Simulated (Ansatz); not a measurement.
# Band structure of K$_{2}$S

```xyz
3
Lattice="0.0000 3.7069 3.7069 3.7069 0.0000 3.7069 3.7069 3.7069 0.0000" Properties=species:S:1:pos:R:3 pbc="T T T"
K     5.5604    5.5604    5.5604
K     1.8535    1.8535    1.8535
S     0.0000    0.0000    0.0000
```

Atoms are numbered in the order listed.

The conventional cell has a = 7.414 Å, b = 7.414 Å, c = 7.414 Å, α = 90.00°, β = 90.00°, γ = 90.00°. K (atom 1) is surrounded by 4 S at 3.21 Å. Around S (atom 3) lie 8 K at 3.21 Å.

The cell is the one relaxed in the Materials Project (mp-1022), not relaxed further here; entries there can be hypothetical.

Level of theory: DFT, PBE, all-electron LAPW, scalar-relativistic (Ansatz 0.2.0).

Numerical set-up: a Γ-centred 7×7×7 k mesh, Fermi–Dirac smearing of 0.03 eV, basis error target 1 meV/atom, no spin polarisation.

Points in fractions of the reciprocal vectors of this cell: Γ (0, 0, 0), X (0.5, 0, 0.5), U (0.625, 0.25, 0.625), K (0.375, 0.375, 0.75), L (0.5, 0.5, 0.5), W (0.5, 0.25, 0.75). The path joins them by straight lines in the order Γ–X–U–K–Γ–L–W–X; legs that retrace an earlier one aren't tabulated. Energies are in eV from the top of the valence band.

Question: Metal or insulator at this level of theory?

Answer: An insulator or semiconductor: gap 2.37 eV, indirect from X (0.5, 0, 0.5) to Γ.

Question: Tabulate bands 14 to 18, counted from the lowest band of the run, along the path.

Answer: 
```csv
k (1/Å),point,band 14,band 15,band 16,band 17,band 18
0.00,Γ,-0.19,-0.19,-0.19,2.37,5.46
0.21,,-0.35,-0.16,-0.16,2.80,5.35
0.42,,-0.58,-0.09,-0.09,3.66,5.00
0.64,,-0.71,-0.03,-0.03,3.70,5.60
0.85,X,-0.74,0.00,0.00,3.51,5.28
0.92,,-0.73,-0.02,0.00,3.53,5.30
1.00,,-0.69,-0.06,0.00,3.57,5.34
1.07,,-0.62,-0.12,-0.01,3.64,5.39
1.15,U,-0.55,-0.21,-0.01,3.73,5.44
1.28,,-0.48,-0.27,-0.02,3.79,5.53
1.41,,-0.42,-0.34,-0.02,3.82,5.68
1.54,,-0.48,-0.27,-0.02,3.79,5.53
1.67,K,-0.55,-0.21,-0.01,3.73,5.44
1.89,,-0.44,-0.29,-0.05,4.07,5.38
2.12,,-0.51,-0.15,-0.11,3.77,5.39
2.34,,-0.35,-0.17,-0.16,2.84,5.45
2.56,Γ,-0.19,-0.19,-0.19,2.37,5.46
2.75,,-0.30,-0.17,-0.17,2.70,5.48
2.93,,-0.48,-0.13,-0.13,3.42,5.57
3.12,,-0.59,-0.08,-0.08,4.16,5.64
3.30,L,-0.61,-0.07,-0.07,4.71,5.00
3.45,,-0.58,-0.12,-0.06,4.47,5.14
3.60,,-0.50,-0.23,-0.04,4.09,5.45
3.75,,-0.42,-0.34,-0.02,3.82,5.68
3.90,W,-0.38,-0.38,-0.02,3.72,5.75
4.00,,-0.52,-0.24,-0.01,3.69,5.55
4.11,,-0.64,-0.11,-0.01,3.61,5.40
4.22,,-0.71,-0.03,0.00,3.54,5.31
4.32,X,-0.74,0.00,0.00,3.51,5.28
```

Kohn–Sham gaps of semilocal functionals usually fall short of measured ones.
